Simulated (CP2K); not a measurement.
Ta in CP2K: convergence with smearing width

Input of the first run (smearing width 0.5 eV); the others differ in this setting and in those tied to it:

The input ta_converge.inp:

```
&GLOBAL
  PROJECT ta_converge
  RUN_TYPE ENERGY_FORCE
  PRINT_LEVEL LOW
&END GLOBAL
&FORCE_EVAL
  METHOD QS
  STRESS_TENSOR ANALYTICAL
  &DFT
    BASIS_SET_FILE_NAME BASIS_MOLOPT_UZH
    POTENTIAL_FILE_NAME POTENTIAL_UZH
    &MGRID
      CUTOFF 450
      REL_CUTOFF 60
      NGRIDS 5
    &END MGRID
    &QS
      METHOD GPW
      EPS_DEFAULT 1.0E-10
    &END QS
    &KPOINTS
      SCHEME MONKHORST-PACK 9 9 9
      GAMMA_CENTERED T
      SYMMETRY T
      SYMMETRY_BACKEND SPGLIB
    &END KPOINTS
    &SCF
      SCF_GUESS ATOMIC
      EPS_SCF 1.0E-6
      MAX_SCF 100
      ADDED_MOS 11
      CHOLESKY OFF
      EPS_EIGVAL 1.0E-7
      &DIAGONALIZATION ON
        ALGORITHM STANDARD
      &END DIAGONALIZATION
      &MIXING ON
        METHOD BROYDEN_MIXING
        ALPHA 0.4
        BETA 1.5
        NBUFFER 8
      &END MIXING
      &SMEAR ON
        METHOD FERMI_DIRAC
        ELECTRONIC_TEMPERATURE 5802.26
      &END SMEAR
    &END SCF
    &XC
      &XC_FUNCTIONAL PBE
      &END XC_FUNCTIONAL
    &END XC
    &PRINT
      &KPOINTS ON
      &END KPOINTS
      &MULLIKEN ON
      &END MULLIKEN
      &MO ON
        ENERGIES T
        OCCUPATION_NUMBERS T
        &EACH
          QS_SCF 0
        &END EACH
        ADD_LAST NUMERIC
      &END MO
    &END PRINT
  &END DFT
  &SUBSYS
    &CELL
      A 2.8550499012 0.0000000000 0.0000000000
      B -0.9388182337 2.7391981725 0.0000000000
      C -0.9877306814 -1.4522759124 2.3029521005
      PERIODIC XYZ
    &END CELL
    &COORD
      SCALED
      Ta  -0.0093480000 -0.0034530000 -0.0057740000
    &END COORD
    &KIND Ta
      BASIS_SET DZVP-MOLOPT-PBE-GTH-q13
      POTENTIAL GTH-PBE-q13
    &END KIND
    &PRINT
      &ATOMIC_COORDINATES ON
      &END ATOMIC_COORDINATES
      &CELL ON
      &END CELL
      &SYMMETRY ON
      &END SYMMETRY
    &END PRINT
  &END SUBSYS
  &PRINT
    &FORCES ON
    &END FORCES
    &STRESS_TENSOR ON
    &END STRESS_TENSOR
  &END PRINT
&END FORCE_EVAL
```

Potentials or basis: POTENTIAL_UZH Ta GTH-PBE-q13; DZVP-MOLOPT-PBE-GTH basis.

Launch:

```console
$ OMP_NUM_THREADS=1 cp2k.psmp -i ta_converge.inp -o ta_converge.out
```

The cell isn't the ideal one: cell strained at random at fixed volume.

Hardware: 1 thread of Arm Neoverse V2, on a shared host.

| smearing width | energy less the tightest run, at zero smearing (meV/atom) | pressure (GPa) | SCF cycles | CPU time (s) | peak memory (GiB) |
| --- | --- | --- | --- | --- | --- |
| 0.5 eV | -54.46 | 6.04 | 10 | 64 | 0.26 |
| 0.3 eV | -20.67 | 3.80 | 10 | 65 | 0.26 |
| 0.2 eV | -9.13 | 3.01 | 10 | 65 | 0.26 |
| 0.1 eV | -1.62 | 2.52 | 10 | 62 | 0.26 |
| 0.05 eV | -0.15 | 2.33 | 10 | 62 | 0.26 |
| 0.025 eV | -0.07 | 2.21 | 11 | 68 | 0.26 |
| 0.01 eV | 0.00 | 2.14 | 11 | 68 | 0.26 |

Against the tightest run, the energy stays within 1 meV/atom from 0.05 eV on; the pressure stays within 0.1 GPa from 0.025 eV on. Narrower smearing needs a denser k mesh, so at a fixed mesh the narrowest width isn't the most accurate. The tightest run that finished is the yardstick and may itself not be fully converged.

Caveat, for the tightest run too: the basis of atomic orbitals isn't converged, which shifts pressures, moduli and gaps. The run has no spin-orbit coupling, so splittings on Ta are missing.
